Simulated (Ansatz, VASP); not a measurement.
Two plane-wave programs on In

```
CELL_PARAMETERS angstrom
3.23542 0.00000 0.00000
-1.61771 2.80196 0.00000
0.00000 0.00000 5.42651
ATOMIC_POSITIONS crystal
In 0.33333 0.66667 0.25000
In 0.66667 0.33333 0.75000
```

Change from the starting cell: strain -0.030 along x and y, -0.015 along z, atoms carried along.

Alike in both runs: task single point; functional PBE; dispersion D3(BJ); k mesh 18 × 18 × 10; occupations gaussian, width 0.15 eV; no spin polarisation.

|  | VASP | Ansatz |
| --- | --- | --- |
| version | VASP 6.6.1 | Ansatz 0.2.0 |
| potentials or method | VASP PAW PBE potentials, release 64 (In_d) | scalar-relativistic, plane waves, PAW |
| plane-wave cutoff (eV) | 520 | 420 |
| valence electrons in the cell | 26 | 26 |

|  | VASP | Ansatz | Ansatz less VASP |
| --- | --- | --- | --- |
| gap on the k mesh at the Fermi level (eV) | none | none | - |
| pressure (GPa) | 3.1 | 3.1 | +0.01 |
| largest component of the traceless stress (GPa) | 0.38 | 0.37 | -0.007 |

A gap of «none» marks a metal or a gap that the smearing closes.

Caveats: pairwise dispersion overbinds metals, which lowers pressure and volume.
